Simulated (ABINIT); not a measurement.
## Converging GW for InP (F-43m) in ABINIT

Wanted: a converged G0W0 gap of InP (F-43m), or an estimate of the limit.

Program: ABINIT 10.8.3. Level of theory: LDA and many-body steps on it, plane waves. Results are calculated unless marked as measured.

## 1. The starting structure

The structure is cubic, space group F-43m (No. 216). The conventional cell has a = 5.869 Å, b = 5.869 Å, c = 5.869 Å, α = 90.00°, β = 90.00°, γ = 90.00°. In has 4 P at 2.54 Å nearest. Nearest to P lie 4 In at 2.54 Å. Farther neighbours are not listed.

Structure file:

```cif
data_structure
_symmetry_space_group_name_H-M 'P 1'
_symmetry_Int_Tables_number 1
_cell_length_a 4.1498
_cell_length_b 4.1498
_cell_length_c 4.1498
_cell_angle_alpha 60.000
_cell_angle_beta 60.000
_cell_angle_gamma 60.000
_cell_volume 50.53
loop_
_atom_site_label
_atom_site_type_symbol
_atom_site_fract_x
_atom_site_fract_y
_atom_site_fract_z
_atom_site_occupancy
In1 In 0.00000 0.00000 0.00000 1
P2 P 0.25000 0.25000 0.25000 1
```

The cell and positions come from the Crystallography Open Database and are kept as given unless a step says otherwise.

## 2. Empty states on the mesh, 4×4×4 mesh, 1303 bands

This step: ABINIT 10.8.3; DFT, LDA, plane waves, norm-conserving pseudopotentials.

The sums over transitions need many empty states on a uniform mesh; this step solves for them.

The input, run.abi:

```
acell 3*1.0 Angstrom
rprim 
  -0.000000000000 2.934350000000 2.934350000000
  2.934350000000 -0.000000000000 2.934350000000
  2.934350000000 2.934350000000 -0.000000000000
ntypat 2
znucl 49 15
natom 2
typat 1 2
xred 
  0.000000000000 0.000000000000 0.000000000000
  0.250000000000 0.250000000000 0.250000000000
pp_dirpath "pseudos"
pseudos "In.upf, P.upf"
ecut 33
ngkpt 4 4 4
nshiftk 1
shiftk 0 0 0
kptopt 1
chksymbreak 0
irdden 1
istwfk *1
nband 1303
prtvol 0
optdriver 6
gwr_task "HDIAGO"
paral_kgb 0
occopt 1
indata_prefix "in"
outdata_prefix "out"
tmpdata_prefix "tmp"
```

Started as:

```
> OMP_NUM_THREADS=1 mpirun -n 4 abinit run.abi > log
```

Log:

```text
.Version 10.8.3 of ABINIT. v10.8.2 released Aug 2026.

 Symmetries : space group F-4 3 m (#216); Bravais cF (face-center cubic)
[... echo of the input left out ...]
== DATASET  1 ==================================================================
-   mpi_nproc: 4, omp_nthreads: 1 (-1 if OMP is not activated)

--- !DatasetInfo
iteration_state: {dtset: 1, }
dimensions: {natom: 2, nkpt: 8, mband: 1303, nsppol: 1, nspinor: 1, nspden: 1, mpw: 3119, }
cutoff_energies: {ecut:  33.0, pawecutdg:  -1.0, }
[...]
Direct band gap semiconductor
 Fundamental gap:     0.457 (eV)
   VBM:     4.737 (eV) at k: [ 0.0000E+00,  0.0000E+00,  0.0000E+00]
   CBM:     5.194 (eV) at k: [ 0.0000E+00,  0.0000E+00,  0.0000E+00]
 Direct gap:         0.457 (eV) at k: [ 0.0000E+00,  0.0000E+00,  0.0000E+00]

== END DATASET(S) ==============================================================
================================================================================

 -outvars: echo values of variables after computation  --------
           etotal      0.0000000000E+00
            nband        1303
             nkpt           8
          spgroup         216
 [... the other variables as echoed above ...]

 Calculation completed.
```

It took 76 s on 4 MPI ranks of Arm Neoverse V1, shared host; peak memory 2.5 GiB.

This step gave:

```
gap                                                           : 0.4573 eV
k of the valence top                                          : 0, 0, 0
k of the conduction bottom                                    : 0, 0, 0
least direct gap                                              : 0.4573 eV
k points computed                                             : 8
lowest point of the top converged band, above the valence top : 485.0951 eV
```

On this mesh the gap is 0.457 eV.

The density comes from a self-consistent run that is not shown.

## 3. Screening, 4×4×4 mesh, 173 bands, screening to 149.7 eV

The RPA dielectric matrix is built and inverted for each q.

This step: RPA screening on LDA, plane waves, norm-conserving pseudopotentials.

run.abi: that of step 2 with these lines changed.

```diff
@@ -20,10 +20,11 @@
 chksymbreak 0
-irdden 1
 istwfk *1
-nband 1303
-prtvol 0
-optdriver 6
-gwr_task "HDIAGO"
-paral_kgb 0
 occopt 1
+irdwfk 1
+optdriver 3
+nband 173
+ecuteps 5.5
+inclvkb 2
+awtr 1
+symchi 1
 indata_prefix "in"
```

Log:

```text
.Version 10.8.3 of ABINIT. v10.8.2 released Aug 2026.

 Symmetries : space group F-4 3 m (#216); Bravais cF (face-center cubic)
[... echo of the input left out ...]
== DATASET  1 ==================================================================
-   mpi_nproc: 4, omp_nthreads: 1 (-1 if OMP is not activated)

--- !DatasetInfo
iteration_state: {dtset: 1, }
dimensions: {natom: 2, nkpt: 8, mband: 173, nsppol: 1, nspinor: 1, nspden: 1, mpw: 3119, }
cutoff_energies: {ecut:  33.0, pawecutdg:  -1.0, }
electrons: {nelect:   2.60000000E+01, charge:   0.00000000E+00, occopt:   1.00000000E+00, tsmear:   1.00000000E-02, }

 SCREENING: Calculation of the susceptibility and dielectric matrices

 Based on a program developped by R.W. Godby, V. Olevano, G. Onida, and L. Reining.
 Incorporated in ABINIT by V. Olevano, G.-M. Rignanese, and M. Torrent.
.Using double precision arithmetic ; gwpc =  8

[... cell and pseudopotentials left out ...]
--------------------------------------------------------------------------------

 ==== K-mesh for the wavefunctions ====
 Number of points in the irreducible wedge :     8
[... list of points left out ...]
 Together with 24 symmetry operations and time-reversal symmetry
 yields    64 points in the full Brillouin Zone.

 ==== Q-mesh for the screening function ====
 Number of points in the irreducible wedge :     8
[... list of points left out ...]
 Together with 24 symmetry operations and time-reversal symmetry
 yields    64 points in the full Brillouin Zone.

 setmesh: FFT mesh size selected  =    30x   30x   30
          total number of points  =        27000

 vcoul_init : cutoff-mode = AUXILIARY_FUNCTION
 q-points for optical limit:   1
     1)      0.000010    0.000020    0.000030

- screening: taking advantage of time-reversal symmetry
- Maximum band index for partially occupied states nbvw = 13
- Remaining bands to be divided among processors   nbcw = 160
- Number of bands treated by each node ~40

 Number of electrons calculated from density =   26.0000; Expected =   26.0000
 average of density, n =  0.076245
 r_s =    1.4630
 omega_plasma =   26.6355 [eV]

 calculating chi0 at frequencies [eV] :
  1    0.000000E+00    0.000000E+00
  2    0.000000E+00    2.663552E+01

--------------------------------------------------------------------------------
  q-point number  1        q = ( 0.000000, 0.000000, 0.000000) [r.l.u.]
--------------------------------------------------------------------------------
[... chi0 elements left out ...]
 For q-point:  0.000010 0.000020 0.000030
  dielectric constant = 125.3490
  dielectric constant without local fields = 133.1435

  Average fulfillment of the sum rule on Im[epsilon] for q-point    1 :     76.58  [%]
[... wings left out ...]
  q-point number  2        q = ( 0.250000, 0.000000, 0.000000) [r.l.u.]
--------------------------------------------------------------------------------
[... chi0 elements left out ...]
  Average fulfillment of the sum rule on Im[epsilon] for q-point    2 :     85.78  [%]

 [... 6 further q-points ...]
```

Wall time 58 s (4 MPI ranks); peak memory 1.1 GiB.

This step gave:

* ε∞ with local fields, on this mesh, along the program's q direction: 125.3
* the same without local fields: 133.1
* plasma frequency: 26.64 eV
* plane waves in the screening matrix: 181

Local fields lower ε∞ by 6 %. The value itself is an artefact of the mesh, where one narrow direct gap carries too much weight.

## 4. 173 bands, 149.7 eV

The self-energy is evaluated for the states that the input lists, and the levels follow from it, in one-shot runs by the linearised quasiparticle equation.

This step: G0W0 on LDA, plane waves, norm-conserving pseudopotentials.

run.abi: that of step 3 with these lines changed.

```diff
@@ -23,8 +23,19 @@
 irdwfk 1
-optdriver 3
+optdriver 4
 nband 173
+gwcalctyp 0
+ecutsigx 33
+symsigma 1
+nkptgw 3
+kptgw 
+  0.0000000000 0.0000000000 0.0000000000
+  0.5000000000 0.0000000000 0.0000000000
+  0.5000000000 0.5000000000 0.0000000000
+bdgw 
+  11 17
+  12 16
+  12 15
 ecuteps 5.5
-inclvkb 2
-awtr 1
-symchi 1
+irdscr 1
+ppmodel 1
 indata_prefix "in"
```

Log:

```text
.Version 10.8.3 of ABINIT. v10.8.2 released Aug 2026.

 Symmetries : space group F-4 3 m (#216); Bravais cF (face-center cubic)
[... echo of the input left out ...]
== DATASET  1 ==================================================================
-   mpi_nproc: 4, omp_nthreads: 1 (-1 if OMP is not activated)

--- !DatasetInfo
iteration_state: {dtset: 1, }
dimensions: {natom: 2, nkpt: 8, mband: 173, nsppol: 1, nspinor: 1, nspden: 1, mpw: 3119, }
cutoff_energies: {ecut:  33.0, pawecutdg:  -1.0, }
electrons: {nelect:   2.60000000E+01, charge:   0.00000000E+00, occopt:   1.00000000E+00, tsmear:   1.00000000E-02, }

 SIGMA: Calculation of the GW corrections

 Based on a program developped by R.W. Godby, V. Olevano, G. Onida, and L. Reining.
 Incorporated in ABINIT by V. Olevano, G.-M. Rignanese, and M. Torrent.
.Using double precision arithmetic ; gwpc =  8

[... cell and pseudopotentials left out ...]
--------------------------------------------------------------------------------

 ==== K-mesh for the wavefunctions ====
 Number of points in the irreducible wedge :     8
[... list of points left out ...]
 Together with 24 symmetry operations and time-reversal symmetry
 yields    64 points in the full Brillouin Zone.

 ==== Q-mesh for screening function ====
 Number of points in the irreducible wedge :     8
[... list of points left out ...]
 Together with 24 symmetry operations and time-reversal symmetry
 yields    64 points in the full Brillouin Zone.

 vcoul_init : cutoff-mode = AUXILIARY_FUNCTION
 q-points for optical limit:   1
     1)      0.000010    0.000020    0.000030
 setmesh: FFT mesh size selected  =    45x   45x   45
          total number of points  =        91125

 Number of electrons calculated from density =   26.0000; Expected =   26.0000
 average of density, n =  0.076245
 r_s =    1.4630
 omega_plasma =   26.6355 [eV]

 === KS Band Gaps ===
  >>>> For spin  1
   Minimum direct gap =   0.4573 [eV], located at k-point      :   0.0000  0.0000  0.0000
   Fundamental gap    =   0.4573 [eV], Top of valence bands at :   0.0000  0.0000  0.0000
                                       Bottom of conduction at :   0.0000  0.0000  0.0000
 SIGMA fundamental parameters:
 PLASMON POLE MODEL  1
 number of plane-waves for SigmaX                 3119
 number of plane-waves for SigmaC and W            181
 number of plane-waves for wavefunctions          3119
 number of bands                                   173
 number of independent spin polarizations            1
 number of spinorial components                      1
 number of k-points in IBZ                           8
 number of q-points in IBZ                           8
 number of symmetry operations                      24
 number of k-points in BZ                           64
 number of q-points in BZ                           64
 number of frequencies for dSigma/dE                 9
 frequency step for dSigma/dE [eV]                0.25
 number of omega for Sigma on real axis              0
 max omega for Sigma on real axis  [eV]           0.00
 zcut for avoiding poles [eV]                     0.10

 EPSILON^-1 parameters (SCR file):
 dimension of the eps^-1 matrix on file            181
 dimension of the eps^-1 matrix used               181
 number of plane-waves for wavefunctions          3119
 number of bands                                   173
 number of q-points in IBZ                           8
 number of frequencies                               2
 number of real frequencies                          1
 number of imag frequencies                          1

 matrix elements of self-energy operator (all in [eV])

 Perturbative Calculation

--- !SelfEnergy_ee
iteration_state: {dtset: 1, }
kpoint     : [   0.000,    0.000,    0.000, ]
spin       : 1
KS_gap     :    0.457
QP_gap     :    1.316
Delta_QP_KS:    0.859
data: !SigmaeeData |
     Band     E0 <VxcDFT>   SigX SigC(E0)      Z dSigC/dE  Sig(E)    E-E0       E
       11   4.737 -12.866 -14.742   1.075   0.775  -0.290 -13.486  -0.620   4.116
       12   4.737 -12.866 -14.742   1.075   0.775  -0.290 -13.486  -0.620   4.116
       13   4.737 -12.866 -14.742   1.075   0.775  -0.290 -13.486  -0.620   4.116
       14   5.194 -12.080  -7.881  -3.897   0.789  -0.268 -11.842   0.238   5.432
       15   8.694 -11.123  -6.361  -4.354   0.794  -0.260 -10.799   0.324   9.019
       16   8.694 -11.123  -6.361  -4.354   0.794  -0.260 -10.799   0.324   9.019
[...]
--- !SelfEnergy_ee
iteration_state: {dtset: 1, }
kpoint     : [   0.500,    0.000,    0.000, ]
spin       : 1
KS_gap     :    2.280
QP_gap     :    3.144
Delta_QP_KS:    0.863
data: !SigmaeeData |
     Band     E0 <VxcDFT>   SigX SigC(E0)      Z dSigC/dE  Sig(E)    E-E0       E
[...]
--- !SelfEnergy_ee
iteration_state: {dtset: 1, }
kpoint     : [   0.500,    0.500,    0.000, ]
spin       : 1
KS_gap     :    3.948
QP_gap     :    4.626
Delta_QP_KS:    0.678
data: !SigmaeeData |
     Band     E0 <VxcDFT>   SigX SigC(E0)      Z dSigC/dE  Sig(E)    E-E0       E
[...]
13   2.391 -11.496 -14.128   1.826   0.769  -0.301 -12.116  -0.620   1.772
       14   6.340  -9.580  -5.625  -3.884   0.806  -0.241  -9.523   0.058   6.398
       15   6.853 -10.943  -6.695  -4.016   0.797  -0.255 -10.758   0.185   7.038

== END DATASET(S) ==============================================================
================================================================================

 -outvars: echo values of variables after computation  --------
           etotal      0.0000000000E+00
            nband         173
             nkpt           8
          spgroup         216
 [... the other variables as echoed above ...]

 Calculation completed.
```

Wall time 18 s (4 MPI ranks); peak memory 1 GiB; 73 s of CPU time.

This step gave:

- G0W0 gap on the points computed: 1.316 eV
- starting gap on the mesh: 0.4573 eV
- k of the valence top: 0, 0, 0
- k of the conduction bottom: 0, 0, 0
- Z at the valence top: 0.775
- Z at the conduction bottom: 0.789
- least direct G0W0 gap on the computed points: 1.316 eV

The gap on the mesh goes from 0.46 eV to 1.32 eV, a correction of +0.86 eV.

## 5. Screening, 4×4×4 mesh, 267 bands, screening to 203.5 eV

This step: RPA screening on LDA, plane waves, norm-conserving pseudopotentials.

run.abi: that of step 4 with these lines changed.

```diff
@@ -23,19 +23,8 @@
 irdwfk 1
-optdriver 4
-nband 173
-gwcalctyp 0
-ecutsigx 33
-symsigma 1
-nkptgw 3
-kptgw 
-  0.0000000000 0.0000000000 0.0000000000
-  0.5000000000 0.0000000000 0.0000000000
-  0.5000000000 0.5000000000 0.0000000000
-bdgw 
-  11 17
-  12 16
-  12 15
-ecuteps 5.5
-irdscr 1
-ppmodel 1
+optdriver 3
+nband 267
+ecuteps 7.48
+inclvkb 2
+awtr 1
+symchi 1
 indata_prefix "in"
```

Log:

```text
.Version 10.8.3 of ABINIT. v10.8.2 released Aug 2026.

 Symmetries : space group F-4 3 m (#216); Bravais cF (face-center cubic)
[... echo of the input left out ...]
== DATASET  1 ==================================================================
-   mpi_nproc: 4, omp_nthreads: 1 (-1 if OMP is not activated)

--- !DatasetInfo
iteration_state: {dtset: 1, }
dimensions: {natom: 2, nkpt: 8, mband: 267, nsppol: 1, nspinor: 1, nspden: 1, mpw: 3119, }
cutoff_energies: {ecut:  33.0, pawecutdg:  -1.0, }
electrons: {nelect:   2.60000000E+01, charge:   0.00000000E+00, occopt:   1.00000000E+00, tsmear:   1.00000000E-02, }

 SCREENING: Calculation of the susceptibility and dielectric matrices

 Based on a program developped by R.W. Godby, V. Olevano, G. Onida, and L. Reining.
 Incorporated in ABINIT by V. Olevano, G.-M. Rignanese, and M. Torrent.
.Using double precision arithmetic ; gwpc =  8

[... cell and pseudopotentials left out ...]
--------------------------------------------------------------------------------

 ==== K-mesh for the wavefunctions ====
 Number of points in the irreducible wedge :     8
[... list of points left out ...]
 Together with 24 symmetry operations and time-reversal symmetry
 yields    64 points in the full Brillouin Zone.

 ==== Q-mesh for the screening function ====
 Number of points in the irreducible wedge :     8
[... list of points left out ...]
 Together with 24 symmetry operations and time-reversal symmetry
 yields    64 points in the full Brillouin Zone.

 setmesh: FFT mesh size selected  =    30x   30x   30
          total number of points  =        27000

 vcoul_init : cutoff-mode = AUXILIARY_FUNCTION
 q-points for optical limit:   1
     1)      0.000010    0.000020    0.000030

- screening: taking advantage of time-reversal symmetry
- Maximum band index for partially occupied states nbvw = 13
- Remaining bands to be divided among processors   nbcw = 254
- Number of bands treated by each node ~63

 Number of electrons calculated from density =   26.0000; Expected =   26.0000
 average of density, n =  0.076245
 r_s =    1.4630
 omega_plasma =   26.6355 [eV]

 calculating chi0 at frequencies [eV] :
  1    0.000000E+00    0.000000E+00
  2    0.000000E+00    2.663552E+01

--------------------------------------------------------------------------------
  q-point number  1        q = ( 0.000000, 0.000000, 0.000000) [r.l.u.]
--------------------------------------------------------------------------------
[... chi0 elements left out ...]
 For q-point:  0.000010 0.000020 0.000030
  dielectric constant = 125.3424
  dielectric constant without local fields = 133.1456

  Average fulfillment of the sum rule on Im[epsilon] for q-point    1 :     86.63  [%]
[... wings left out ...]
  q-point number  2        q = ( 0.250000, 0.000000, 0.000000) [r.l.u.]
--------------------------------------------------------------------------------
[... chi0 elements left out ...]
  Average fulfillment of the sum rule on Im[epsilon] for q-point    2 :     93.61  [%]

 [... 6 further q-points ...]
```

It took 2.2 min on 4 MPI ranks; peak memory 1.5 GiB.

Numbers from this step:

- ε∞ with local fields, on this mesh, along the program's q direction: 125.3
- the same without local fields: 133.1
- plasma frequency: 26.64 eV
- plane waves in the screening matrix: 331

(Continued in part 2 of 2.)

[Paths, hosts, dates, memory and timing lines, banners, echoed tables and standing remarks are left out of the program output.]

[Logs are printed without paths, hosts, clocks, repeated set-up lines and the standing remarks that a program may print on its own settings, such as how far it seeks lower states.]

[Runs of the session that timed out or met a known fault of the program may be left out.]

[Hosts, paths, dates, database ids (printed as entryN), source tags and the programs' standing remarks are cut or masked in the printed files.]

[G0W0 gaps are taken among the corrected bands and points alone; a level outside them can change the order at an edge.]

[Where Ansatz stands beside ABINIT at settings called matched, ABINIT's density can come from a denser mesh and the files from another edition; pairs whose starting gaps differed by over 0.03 eV were left out, so agreement reads better than it is.]
